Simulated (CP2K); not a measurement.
Crystal: TiAl.

```xyz
2
Lattice="2.8673 0.0000 0.0000 -1.4336 2.4831 0.0000 0.0000 0.0000 4.6781" Properties=species:S:1:pos:R:3 pbc="T T T"
Ti    0.0000    0.0000    0.0000
Al    0.0000    1.6554    2.3390
```

The cell comes from a database or a generator and needn't be the stable form of this composition.

- Program: CP2K 2026.2
- Task: single point
- Functional: PBE
- Potentials or basis: POTENTIAL_UZH Ti GTH-PBE-q12, Al GTH-PBE-q3; TZVP-MOLOPT-PBE-GTH basis
- Density cutoff: 6123 eV
- k mesh: 11 × 11 × 6
- Occupations: fermi-dirac, width 0.05 eV
- Spin: no spin polarisation

On this cell: pressure 0.3 GPa; largest force under 0.003 eV/Å; band gap on the k mesh none (metal or under the smearing width).

The same run follows on a disturbed copy (atoms moved at random, drawn with an rms of 0.05 Å):

```
Ti Al
1.0
     2.86726    0.00000    0.00000
    -1.43363    2.48312    0.00000
     0.00000    0.00000    4.67808
Ti Al
1 1
Cartesian
  -0.0349 0.0121 0.0529
  0.0481 1.6455 2.4154
```

Q: What changes?

A: The energy (extrapolated to zero smearing) moves by +4.5 meV/atom; pressure 0.4 GPa; largest force 0.245 eV/Å; band gap on the k mesh none (metal or under the smearing width).

Forces in eV/Å, atoms in the order of the input:
```
Ti   0.147 -0.024  0.194
Al  -0.147  0.025 -0.164
```

Stress tensor (GPa, compression positive):
```
 0.33  1.33  0.07
 1.33  1.09 -0.01
 0.07 -0.01 -0.30
```

The forces don't sum to zero, so they hold noise of the program's grid.

Caveats: the basis of atomic orbitals isn't converged, which shifts pressures, moduli and gaps.
